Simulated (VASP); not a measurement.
Runs of VASP 6.6.1 on FeSi23 (a cell with a defect). The cell holds a defect, 24 atoms: a = 11.534 Å, b = 7.689 Å, c = 7.689 Å, α = 60.00°, β = 60.00°, γ = 60.00°. 

| task | level | U | fixed moment (μB) | cell | k mesh | grid for exact exchange (PRECFOCK) | screening parameter | mesh quality | pressure (GPa) | moment (μB) | largest force (eV/Å) |
| --- | --- | --- | --- | --- | --- | --- | --- | --- | --- | --- | --- |
| single point | PBEsol+U | Fe d U = 4 eV | 4 | as given | 2 × 3 × 3 | - | - | not flagged | (c) | 4.00 | 0.24 |
| relaxation of the atoms | PBEsol+U | Fe d U = 4 eV | 2 | atoms relaxed from: atoms moved at random, drawn with an rms of 0.05 Å | 2 × 3 × 3 | - | - | not flagged | -0.1 | 2.00 | 0.03 |
| single point | PBEsol | - | 2 | as given | 2 × 3 × 3 | - | - | not flagged | (b) | 2.00 | 0.76 |
| single point | HSE06 | - | 2 | as given | 2 × 2 × 2 | Fast | 0.2 1/A | coarse | -0.4 | 2.00 | 0.39 |
| single point | PBEsol+U | Fe d U = 6 eV | 2 | as given | 2 × 3 × 3 | - | - | not flagged | 0.0 | 2.00 | (a) |

Alike in all rows: potentials or basis VASP PAW PBE potentials, release 64 (Fe, Si); spin collinear, ferromagnetic start; cutoff (eV) 350; smearing gaussian 0.03 eV.

Q: Estimate the missing entries.

A: (a) 0.19; (b) -0.7; (c) 0.1.

Caveats: some runs use coarse meshes; the PAW data sets were made with another functional, which shifts forces and pressure a little; the total moment is fixed, so each spin has its own Fermi level; the U is typed as a test and isn't derived for this compound (some runs).
